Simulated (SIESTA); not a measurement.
The system is Ga.

```
Ga
1.0
     2.77842    0.00000    0.00000
     0.00000    3.28161    0.00000
    -1.34343    0.00000    3.99027
Ga
2
Direct
  0.13460 0.75000 0.77017
  0.86540 0.25000 0.22983
```

This isn't the form of Ga at room conditions, which is orthorhombic.

* Program: SIESTA 5.4.2
* Task: single point
* Functional: PBE
* Potentials or basis: PseudoDojo 0.4 standard (PBE files)
* Basis: DZP (energy shift 0.003 Ry; two zetas on semicore shells)
* Grid cutoff: 800 Ry
* Energy shift: 0.003 Ry
* k mesh: 10 × 8 × 7
* Occupations: fermi-dirac, width 0.05 eV
* Spin: no spin polarisation

On this cell: pressure 2.2 GPa; largest force 0.142 eV/Å; band gap on the k mesh none (metal or under the smearing width).

The same run follows on a disturbed copy (atoms moved at random, drawn with an rms of 0.05 Å):

```xyz
2
Lattice="2.7784 0.0000 0.0000 0.0000 3.2816 0.0000 -1.3434 0.0000 3.9903" Properties=species:S:1:pos:R:3 pbc="T T T"
Ga   -0.6658    2.4533    3.0615
Ga    2.0773    0.8443    0.9079
```

Question: What changes?

Answer: The energy (extrapolated to zero smearing) moves by +0.3 meV/atom; pressure 2.3 GPa; largest force 0.149 eV/Å; band gap on the k mesh none (metal or under the smearing width).

Forces in eV/Å, atoms in the order of the input:
```
Ga  -0.012  0.056 -0.138
Ga   0.012 -0.056  0.138
```

Stress tensor (GPa, compression positive):
```
 2.84  0.06 -0.29
 0.06  1.28 -0.03
-0.29 -0.03  2.80
```

Caveats: the basis of atomic orbitals isn't converged, which shifts pressures, moduli and gaps.
